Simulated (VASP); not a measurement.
Write the native input for VASP 6.6.1 that does the following.

| Item | Value |
| --- | --- |
| Task | single point |
| Functional | PBE |
| Potentials or basis | VASP PAW PBE potentials, release 64 (Ca_sv, Se) |
| Cutoff | 520 eV |
| k mesh | 4 × 4 × 4 |
| Occupations | gaussian, width 0.01 eV |
| Spin | no spin polarisation |
| Dipole correction | no |
| Further INCAR settings | ALGO = Fast; EDIFF = 1e-06; NBANDS = 15 |

The structure of CaSe lies in POSCAR:

```
CaSe
1.0
    0.0000000000      3.2795613661      3.2795613661
    3.2795613661      0.0000000000      3.2795613661
    3.2795613661      3.2795613661      0.0000000000
Ca Se
1 1
Direct
    0.0000000000      0.0000000000      0.0000000000
    0.2500000000      0.2500000000      0.2500000000
```

The cell was built by a generator and needn't be a form met in nature.

One way to write it, as run:

INCAR

```
ALGO = Fast
EDIFF = 1E-6
ENCUT = 520
GGA = PE
ISIF = 2
ISMEAR = 0
LASPH = True
LCHARG = True
LELF = True
LREAL = False
LVHAR = True
LWAVE = False
NBANDS = 15
NELM = 100
PREC = Accurate
SIGMA = 0.01
```

KPOINTS

```
k-points
0
Gamma
  4 4 4
```

Potentials or basis: VASP PAW PBE potentials, release 64 (Ca_sv, Se).

Command:

```sh
$ cat potpaw_PBE.64/Ca_sv/POTCAR potpaw_PBE.64/Se/POTCAR > POTCAR
$ mpirun -np 1 vasp_std > vasp.out
```

Results of the run:

| Quantity | Value |
| --- | --- |
| Pressure | 0.5 GPa |
| Band gap on the k mesh | 3.20 eV, indirect (least direct gap 3.30 eV) |

Wall time 7.6 s on 1 thread of Intel(R) Xeon(R) 6975P-C (Granite Rapids) (shared host), peak memory 0.19 GiB.
